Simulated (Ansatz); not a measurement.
# Cobalt, bcc under BLYP: ground state and equation of state, part 2 of 2

Aim: take cobalt in the bcc structure, relax it, solve it on a dense k-mesh, then scale the cell to 7 volumes from 88 to 112 % of the relaxed one and try a fit of the equation of state. The start is ferromagnetic. The k-meshes are 16×16×16 for the relaxation; 25×25×25 for the dense run; 17×17×17 for the volumes.

Ansatz 0.2.0; DFT, BLYP, plane waves (420 eV) with PAW, scalar-relativistic. The steps go on from the part before.

### Step 4. At 88 % of the relaxed volume

This is Co in the bcc structure; at room conditions it is hcp.

input.yaml

```yaml
crystal:
  lattice:
    - [-1.3672904911, 1.3672904911, 1.3672904911]
    - [1.3672904911, -1.3672904911, 1.3672904911]
    - [1.3672904911, 1.3672904911, -1.3672904911]
  atoms:
    - { symbol: Co, position: [0.0, 0.0, 0.0], spin: 1.816 }
hamiltonian:
  xc: blyp
  pseudopotentials:
    kind: paw
    azcp:
      Co: "pseudopotentials/Co.paw.azcp"
basis:
  ecutwfc: 420
  fft_grid_basis: typed
kpoints:
  mp_grid: { grid: [17, 17, 17], shift: [0, 0, 0] }
magnetization:
  spin_polarized: true
scf:
  occupations: { method: fermi_dirac, width: 0.05 }
  lower_state_search: "off"
output:
  stress: true
```

The program printed (excerpt; [...] marks lines left out):

```text
Warning: RAYON_NUM_THREADS=2 ignored (pool sized by the plan → 2); use --threads N
[...]
Pseudopotentials: kind: paw
Pseudopotential: Co, paw, valence charge 17, recommended cutoff 420 eV (normal), <dir>
Functional definition: BLYP
[...]
Crystal: 1 atoms, lattice volume = 10.225 Å³
Basis set: ecut = 420 eV, 201 PW (Γ), exchange–correlation on 32×32×32 points (8 copies of the dense FFT grid, shifted against one another)
[...]
Spin contamination: 0.0227 ħ² per cell (⟨S²⟩ above its minimum at these occupations)
Per-site moments (μB) at R_I (Å): [(1.7322498240666195, 0.9768893472075382)]
Free energy (F): -5134.065039 eV
[...]
E sigma→0 (E₀):  -5134.058876 eV
Entropy (-TS):   -0.012325 eV (-12.325 meV/atom)
Fermi energy:    20.849725 eV
[...]
--- Stress (GPa, compression-positive) ---
       30.819181      -0.000000       0.000000
       -0.000000      30.819181       0.000000
        0.000000       0.000000      30.819181
  P = ⅓ Tr σ = 30.8192 GPa (308.192 kbar)
```

It took 2.7 s on 2 threads of an Arm CPU, shared host; peak memory 0.27 GiB.

### Step 5. At 92 % of the relaxed volume

Edit input.yaml of step 4 so:

```diff
@@ -2,5 +2,5 @@
   lattice:
-    - [-1.3672904911, 1.3672904911, 1.3672904911]
-    - [1.3672904911, -1.3672904911, 1.3672904911]
-    - [1.3672904911, 1.3672904911, -1.3672904911]
+    - [-1.387700821, 1.387700821, 1.387700821]
+    - [1.387700821, -1.387700821, 1.387700821]
+    - [1.387700821, 1.387700821, -1.387700821]
   atoms:
```

The program printed (excerpt; [...] marks lines left out):

```text
Warning: RAYON_NUM_THREADS=2 ignored (pool sized by the plan → 2); use --threads N
[...]
Pseudopotentials: kind: paw
Pseudopotential: Co, paw, valence charge 17, recommended cutoff 420 eV (normal), <dir>
Functional definition: BLYP
[...]
Crystal: 1 atoms, lattice volume = 10.689 Å³
Basis set: ecut = 420 eV, 201 PW (Γ), exchange–correlation on 36×36×36 points (8 copies of the dense FFT grid, shifted against one another)
[...]
Spin contamination: 0.0253 ħ² per cell (⟨S²⟩ above its minimum at these occupations)
Per-site moments (μB) at R_I (Å): [(1.7700170960423294, 0.9914719351667806)]
Free energy (F): -5134.135374 eV
[...]
E sigma→0 (E₀):  -5134.129065 eV
Entropy (-TS):   -0.012617 eV (-12.617 meV/atom)
Fermi energy:    19.809305 eV
[...]
--- Stress (GPa, compression-positive) ---
       18.193367       0.000000       0.000000
        0.000000      18.193367      -0.000000
       -0.000000       0.000000      18.193367
  P = ⅓ Tr σ = 18.1934 GPa (181.934 kbar)
```

Run time: 2.7 s. Hardware: 2 threads of an Arm CPU, shared host; peak memory 0.27 GiB.

### Step 6. At 96 % of the relaxed volume

Edit input.yaml of step 5 so:

```diff
@@ -2,5 +2,5 @@
   lattice:
-    - [-1.387700821, 1.387700821, 1.387700821]
-    - [1.387700821, -1.387700821, 1.387700821]
-    - [1.387700821, 1.387700821, -1.387700821]
+    - [-1.4075277972, 1.4075277972, 1.4075277972]
+    - [1.4075277972, -1.4075277972, 1.4075277972]
+    - [1.4075277972, 1.4075277972, -1.4075277972]
   atoms:
@@ -25 +25,5 @@
   stress: true
+  write_density: true
+  write_potential: true
+  elf: true
+  volumetric_format: npy
```

The program printed (excerpt; [...] marks lines left out):

```text
Warning: RAYON_NUM_THREADS=2 ignored (pool sized by the plan → 2); use --threads N
[...]
Pseudopotentials: kind: paw
Pseudopotential: Co, paw, valence charge 17, recommended cutoff 420 eV (normal), <dir>
Functional definition: BLYP
[...]
Crystal: 1 atoms, lattice volume = 11.154 Å³
Basis set: ecut = 420 eV, 225 PW (Γ), exchange–correlation on 36×36×36 points (8 copies of the dense FFT grid, shifted against one another)
[...]
E sigma→0 (E₀):  -5134.166668 eV
Entropy (-TS):   -0.012459 eV (-12.459 meV/atom)
Fermi energy:    18.854552 eV
[...]
--- Stress (GPa, compression-positive) ---
        8.019501       0.000000      -0.000000
       -0.000000       8.019501       0.000000
        0.000000      -0.000000       8.019501
  P = ⅓ Tr σ = 8.0195 GPa (80.195 kbar)
--- Band table (eV; the first three rows and the last of 330) ---
  k-point 0 ↑: bands = ["-77.3847", "-40.5591", "-40.5591", "-40.5591", "9.8012", "15.8457", "15.8457", "15.8457", "16.9423", "16.9423", "44.0411", "44.0411", "44.0411", "49.0093"]
[...]
```

Wall time 3.5 s (2 threads of an Arm CPU, shared host); peak memory 0.28 GiB.

Axes a, b and c in the maps are those of this run's conventional cell (a, b, c = 2.815, 2.815, 2.815 Å).

Density in a lattice plane of the grid's cell (edges 2.82 and 2.82 Å, at 0.000 of the third edge), which holds Co. It is the smooth density of the valence electrons, not physical close to the nuclei.

Ten even steps from ' ' (0.23 e/Å³) to '@' (57.09 e/Å³):
```
##**==::..                              ..::==**
====--..                                  ..--==
::....                                      ....
                                                
                                                
                                                
                                                
                                                
                                                
                                                
                                                
                                                
                                                
                                                
                                                
                                                
::....                                      ....
====--..                                  ..--==
##**==::..                              ..::==**
@@%%++--..                              ..--++%%
```
Columns run along the first of these edges and rows up along the second, over one cell in 24 and 20 even steps from the bottom left corner. Atoms in the plane (fractional): Co at (0.00, 0.00).

Spin density (up less down) in a lattice plane of the grid's cell (edges 2.82 and 2.82 Å, at 0.000 of the third edge), which holds Co.

Ten even steps from '0' (-0.02 e/Å³) to '9' (8.00 e/Å³):
```
764210000000000000001246
432100000000000000000123
211000000000000000000011
100000000000000000000000
000000000000000000000000
000000000000000000000000
000000000000000000000000
000000000000000000000000
000000000000000000000000
000000000000000000000000
000000000000000000000000
000000000000000000000000
000000000000000000000000
000000000000000000000000
000000000000000000000000
100000000000000000000000
211000000000000000000011
432100000000000000000123
764210000000000000001246
985310000000000000001358
```
Columns run along the first of these edges and rows up along the second, over one cell in 24 and 20 even steps from the bottom left corner. Atoms in the plane (fractional): Co at (0.00, 0.00).

### Step 7. At 100 % of the relaxed volume

Edit input.yaml of step 6 so:

```diff
@@ -2,5 +2,5 @@
   lattice:
-    - [-1.4075277972, 1.4075277972, 1.4075277972]
-    - [1.4075277972, -1.4075277972, 1.4075277972]
-    - [1.4075277972, 1.4075277972, -1.4075277972]
+    - [-1.4268113961, 1.4268113961, 1.4268113961]
+    - [1.4268113961, -1.4268113961, 1.4268113961]
+    - [1.4268113961, 1.4268113961, -1.4268113961]
   atoms:
@@ -25,5 +25 @@
   stress: true
-  write_density: true
-  write_potential: true
-  elf: true
-  volumetric_format: npy
```

The program printed (excerpt; [...] marks lines left out):

```text
Warning: RAYON_NUM_THREADS=2 ignored (pool sized by the plan → 2); use --threads N
[...]
Pseudopotentials: kind: paw
Pseudopotential: Co, paw, valence charge 17, recommended cutoff 420 eV (normal), <dir>
Functional definition: BLYP
[...]
Crystal: 1 atoms, lattice volume = 11.619 Å³
Basis set: ecut = 420 eV, 225 PW (Γ), exchange–correlation on 36×36×36 points (8 copies of the dense FFT grid, shifted against one another)
[...]
Spin contamination: 0.0303 ħ² per cell (⟨S²⟩ above its minimum at these occupations)
Per-site moments (μB) at R_I (Å): [(1.8078642780475713, 1.0194153052311865)]
Free energy (F): -5134.183754 eV
[...]
E sigma→0 (E₀):  -5134.177403 eV
Entropy (-TS):   -0.012702 eV (-12.702 meV/atom)
Fermi energy:    17.975958 eV
[...]
--- Stress (GPa, compression-positive) ---
       -0.221945       0.000000      -0.000000
        0.000000      -0.221945      -0.000000
       -0.000000       0.000000      -0.221945
  P = ⅓ Tr σ = -0.2219 GPa (-2.219 kbar)
```

It took 2.9 s on 2 threads of an Arm CPU, shared host; peak memory 0.27 GiB.

### Step 8. At 104 % of the relaxed volume

Edit input.yaml of step 7 so:

```diff
@@ -2,5 +2,5 @@
   lattice:
-    - [-1.4268113961, 1.4268113961, 1.4268113961]
-    - [1.4268113961, -1.4268113961, 1.4268113961]
-    - [1.4268113961, 1.4268113961, -1.4268113961]
+    - [-1.4455873835, 1.4455873835, 1.4455873835]
+    - [1.4455873835, -1.4455873835, 1.4455873835]
+    - [1.4455873835, 1.4455873835, -1.4455873835]
   atoms:
```

The program printed (excerpt; [...] marks lines left out):

```text
Warning: RAYON_NUM_THREADS=2 ignored (pool sized by the plan → 2); use --threads N
[...]
Pseudopotentials: kind: paw
Pseudopotential: Co, paw, valence charge 17, recommended cutoff 420 eV (normal), <dir>
Functional definition: BLYP
[...]
Crystal: 1 atoms, lattice volume = 12.084 Å³
Basis set: ecut = 420 eV, 225 PW (Γ), exchange–correlation on 36×36×36 points (8 copies of the dense FFT grid, shifted against one another)
[...]
Spin contamination: 0.0326 ħ² per cell (⟨S²⟩ above its minimum at these occupations)
Per-site moments (μB) at R_I (Å): [(1.8200995408056742, 1.032830202938554)]
Free energy (F): -5134.173253 eV
[...]
E sigma→0 (E₀):  -5134.166596 eV
Entropy (-TS):   -0.013315 eV (-13.315 meV/atom)
Fermi energy:    17.163123 eV
[...]
--- Stress (GPa, compression-positive) ---
       -6.740105       0.000000       0.000000
        0.000000      -6.740105       0.000000
        0.000000      -0.000000      -6.740105
  P = ⅓ Tr σ = -6.7401 GPa (-67.401 kbar)
```

It took 2.8 s on 2 threads of an Arm CPU, shared host; peak memory 0.28 GiB.

### Step 9. At 108 % of the relaxed volume

Edit input.yaml of step 8 so:

```diff
@@ -2,5 +2,5 @@
   lattice:
-    - [-1.4455873835, 1.4455873835, 1.4455873835]
-    - [1.4455873835, -1.4455873835, 1.4455873835]
-    - [1.4455873835, 1.4455873835, -1.4455873835]
+    - [-1.4638879007, 1.4638879007, 1.4638879007]
+    - [1.4638879007, -1.4638879007, 1.4638879007]
+    - [1.4638879007, 1.4638879007, -1.4638879007]
   atoms:
@@ -25 +25,5 @@
   stress: true
+  write_density: true
+  write_potential: true
+  elf: true
+  volumetric_format: npy
```

The program printed (excerpt; [...] marks lines left out):

```text
Warning: RAYON_NUM_THREADS=2 ignored (pool sized by the plan → 2); use --threads N
[...]
Pseudopotentials: kind: paw
Pseudopotential: Co, paw, valence charge 17, recommended cutoff 420 eV (normal), <dir>
Functional definition: BLYP
[...]
Crystal: 1 atoms, lattice volume = 12.548 Å³
Basis set: ecut = 420 eV, 225 PW (Γ), exchange–correlation on 36×36×36 points (8 copies of the dense FFT grid, shifted against one another)
[...]
Entropy (-TS):   -0.014071 eV (-14.071 meV/atom)
Fermi energy:    16.407534 eV
[...]
--- Stress (GPa, compression-positive) ---
      -11.789319      -0.000000       0.000000
        0.000000     -11.789319      -0.000000
       -0.000000      -0.000000     -11.789319
  P = ⅓ Tr σ = -11.7893 GPa (-117.893 kbar)
--- Band table (eV; the first three rows and the last of 330) ---
  k-point 0 ↑: bands = ["-79.7628", "-42.9956", "-42.9956", "-42.9956", "8.0239", "13.5793", "13.5793", "13.5793", "14.4367", "14.4367", "40.4460", "40.4460", "40.4460", "44.4463"]
[...]
```

Wall time 4.7 s (2 threads of an Arm CPU, shared host); peak memory 0.29 GiB.

### Step 10. At 112 % of the relaxed volume

Edit input.yaml of step 9 so:

```diff
@@ -2,5 +2,5 @@
   lattice:
-    - [-1.4638879007, 1.4638879007, 1.4638879007]
-    - [1.4638879007, -1.4638879007, 1.4638879007]
-    - [1.4638879007, 1.4638879007, -1.4638879007]
+    - [-1.4817419518, 1.4817419518, 1.4817419518]
+    - [1.4817419518, -1.4817419518, 1.4817419518]
+    - [1.4817419518, 1.4817419518, -1.4817419518]
   atoms:
@@ -25,5 +25 @@
   stress: true
-  write_density: true
-  write_potential: true
-  elf: true
-  volumetric_format: npy
```

The program printed (excerpt; [...] marks lines left out):

```text
Warning: RAYON_NUM_THREADS=2 ignored (pool sized by the plan → 2); use --threads N
[...]
Pseudopotentials: kind: paw
Pseudopotential: Co, paw, valence charge 17, recommended cutoff 420 eV (normal), <dir>
Functional definition: BLYP
[...]
Crystal: 1 atoms, lattice volume = 13.013 Å³
Basis set: ecut = 420 eV, 249 PW (Γ), exchange–correlation on 36×36×36 points (8 copies of the dense FFT grid, shifted against one another)
[...]
Spin contamination: 0.0366 ħ² per cell (⟨S²⟩ above its minimum at these occupations)
Per-site moments (μB) at R_I (Å): [(1.8643242228936232, 1.058661591992348)]
Free energy (F): -5134.105986 eV
[...]
E sigma→0 (E₀):  -5134.098723 eV
Entropy (-TS):   -0.014525 eV (-14.525 meV/atom)
Fermi energy:    15.703084 eV
[...]
--- Stress (GPa, compression-positive) ---
      -15.665864       0.000000      -0.000000
       -0.000000     -15.665864       0.000000
        0.000000       0.000000     -15.665864
  P = ⅓ Tr σ = -15.6659 GPa (-156.659 kbar)
```

Wall time 3.1 s (2 threads of an Arm CPU, shared host); peak memory 0.28 GiB.

### Step 11. Energy and pressure against volume

All volumes keep the relaxed shape and fractional coordinates.

```
V (Å³/atom)  E − E₀ (meV/atom)  P from the stress (GPa)  P from the fit (GPa)  largest moment (μB)
     10.225              118.3                    30.82                 31.06                 1.73
     10.689               48.1                    18.19                 18.13                 1.77
     11.154               10.5                     8.02                  7.89                 1.80
     11.619               -0.2                    -0.22                 -0.26                 1.81
     12.084               10.6                    -6.74                 -6.74                 1.82
     12.548               38.2                   -11.79                -11.91                 1.84
     13.013               78.4                   -15.67                -16.02                 1.86
```

A third-order Birch-Murnaghan fit gives V₀ = 11.602 Å³/atom, B₀ = 182 GPa and B₀′ = 4.7; it misses no point by more than 0.31 meV/atom.

The fit is made to E(σ → 0), while the stress belongs to the free energy F; that is one source of the offset between the two pressures.

### Step 12. Outcome

What follows sums up all 2 parts.

| quantity | value |
| --- | --- |
| space group (spins left aside) | Im-3m (No. 229) |
| conventional cell | a = 2.854 Å |
| volume | 11.619 Å³/atom |
| shortest distance | 2.471 Å |
| gap on the mesh | none (levels filled in part) |
| magnetic state | ferromagnetic, up to 1.82 μB per atom |
| relative to hcp, ferromagnetic | +85 meV/atom |
| V₀, B₀, B₀′ | 11.602 Å³/atom, 182 GPa, 4.7 |

The relaxation enlarged the cell by 4.9 % in volume. Against the reference form of cobalt (hcp, ferromagnetic, computed apart with the same settings) it stands 85 meV/atom higher. The final state is ferromagnetic (largest moment 1.82 μB). Levels at the Fermi energy are filled in part, as in a metal. B₀ comes out at 182 GPa. The symmetry was held, so the structure may be unstable against distortions that break it.
